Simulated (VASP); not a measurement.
Crystal: AgCl.

```
Ag Cl
1.0
     3.43397    0.00000    0.00000
     0.00000    3.43397    0.00000
     0.00000    0.00000    3.43397
Ag Cl
1 1
Direct
  0.00000 0.00000 0.00000
  0.50000 0.50000 0.50000
```

Measurements of this composition are mostly on another form, of space group No. 225.

| Property | Result |
| --- | --- |
| Program | VASP 6.6.1 |
| Task | relaxation of cell and atoms |
| Functional | revPBE |
| Potentials or basis | VASP PAW PBE potentials, release 64 (Ag_GW, Cl_GW) |
| Cutoff | 630 eV |
| k mesh | 8 × 8 × 8 |
| Occupations | tetrahedron |
| Spin | no spin polarisation |

At the start: pressure 2.2 GPa; volume 20.25 Å³/atom.

Problem. How do energy, volume and symmetry change on relaxing?

Solution. Over 3 steps the energy falls by 7.1 meV/atom and the volume is 21.29 Å³/atom (+5.2 %); space group Pm-3m (No. 221, to 0.05 Å).

The path:
| step | energy change (eV) | largest force (eV/Å) | pressure (GPa) | volume (Å³) |
| --- | --- | --- | --- | --- |
| 1 | 0.0000 | 0.0000 | 2.19 | 40.49 |
| 2 | -0.0136 | 0.0000 | 0.37 | 42.21 |
| 3 | -0.0141 | 0.0000 | 0.03 | 42.58 |

Final structure:
```yaml
crystal:
  lattice:
    - [3.49209, 0.00000, 0.00000]
    - [0.00000, 3.49209, 0.00000]
    - [0.00000, 0.00000, 3.49209]
  atoms:
    - { symbol: Ag, position: [0.00000, 0.00000, 0.00000] }
    - { symbol: Cl, position: [0.50000, 0.50000, 0.50000] }
```

Caveat: the PAW data sets were made with another functional, which shifts forces and pressure a little.
